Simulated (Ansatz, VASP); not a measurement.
Given: the input of a run of Ansatz 0.2.0 on TiO2.

Contents of input.yaml:

```yaml
crystal:
  lattice:
    - [6.1535771931, -1.8834685, 0.0]
    - [6.1535771931, 1.8834685, 0.0]
    - [-1.9283261078, 0.0, 6.3289668713]
  atoms:
    - { symbol: Ti, position: [0.900071, 0.900071, 0.289602] }
    - { symbol: Ti, position: [0.195286, 0.195286, 0.283762] }
    - { symbol: Ti, position: [0.099929, 0.099929, 0.710398] }
    - { symbol: Ti, position: [0.804714, 0.804714, 0.716238] }
    - { symbol: O, position: [0.361931, 0.361931, 0.293397] }
    - { symbol: O, position: [0.2634885, 0.2634885, 0.6525] }
    - { symbol: O, position: [0.8671885, 0.8671885, 0.995291] }
    - { symbol: O, position: [0.7365115, 0.7365115, 0.3475] }
    - { symbol: O, position: [0.9416475, 0.9416475, 0.630021] }
    - { symbol: O, position: [0.1328115, 0.1328115, 0.004709] }
    - { symbol: O, position: [0.638069, 0.638069, 0.706603] }
    - { symbol: O, position: [0.0583525, 0.0583525, 0.369979] }
hamiltonian:
  xc: pbe
  pseudopotentials: { kind: paw }
kpoints:
  mp_grid: { grid: [8, 8, 4] }
scf:
  occupations: { method: gaussian, width: 0.015 }
output:
  forces: true
  stress: true
  eigenvalues: true
```

Potentials or basis: Ansatz PAW.

Command:

```bash
$ ansatz run input.yaml --threads 4 --pin off --max-ram 11264MiB --backend cpu --events-out ev --progress --plain --runs-dir out
```

Set up the same calculation for VASP 6.6.1. Potentials there: VASP PAW PBE potentials, release 64 (Ti_sv, O).

As run (the cutoff follows the program's own potentials):

INCAR

```
SYSTEM = TiO2
ALGO = Fast
EDIFF = 1E-6
ENCUT = 520
GGA = PE
ISIF = 2
ISMEAR = 0
LASPH = .True.
LCHARG = .False.
LREAL = .False.
LWAVE = .False.
NELM = 60
PREC = Accurate
SIGMA = 0.015
```

The input KPOINTS:

```
k-points
0
Gamma
  8 8 4
  0 0 0
```

File POSCAR:

```
TiO2
1.0
    6.1535771931     -1.8834685000      0.0000000000
    6.1535771931      1.8834685000      0.0000000000
   -1.9283261078      0.0000000000      6.3289668713
Ti O
4 8
Direct
    0.9000710000      0.9000710000      0.2896020000
    0.1952860000      0.1952860000      0.2837620000
    0.0999290000      0.0999290000      0.7103980000
    0.8047140000      0.8047140000      0.7162380000
    0.3619310000      0.3619310000      0.2933970000
    0.2634885000      0.2634885000      0.6525000000
    0.8671885000      0.8671885000      0.9952910000
    0.7365115000      0.7365115000      0.3475000000
    0.9416475000      0.9416475000      0.6300210000
    0.1328115000      0.1328115000      0.0047090000
    0.6380690000      0.6380690000      0.7066030000
    0.0583525000      0.0583525000      0.3699790000
```

Potentials or basis: VASP PAW PBE potentials, release 64 (Ti_sv, O).

Launch:

```sh
$ cat potpaw_PBE.64/Ti_sv/POTCAR potpaw_PBE.64/O/POTCAR > POTCAR
$ mpirun -np 1 vasp_std > vasp.out
```

Both were run:

|  | VASP | Ansatz | Ansatz less VASP |
| --- | --- | --- | --- |
| gap on the k mesh at the Fermi level (eV) | 2.73 | 2.75 | +0.022 |
| least direct gap on the mesh (eV) | 2.90 | 2.92 | +0.021 |
| pressure (GPa) | -0.6 | -1.2 | -0.60 |
| largest component of the traceless stress (GPa) | 0.03 | 0.10 | +0.070 |
| rms of the force components (eV/Å) | 0.032 | 0.053 | +0.0210 |

Atom by atom the forces differ by 0.024 eV/Å (rms over components).

Caveats: the pressure holds a Pulay correction of +0.6 GPa for the finite cutoff (Ansatz). A k mesh can miss the band edges. As with any semilocal functional, this PBE gap is likely too small.
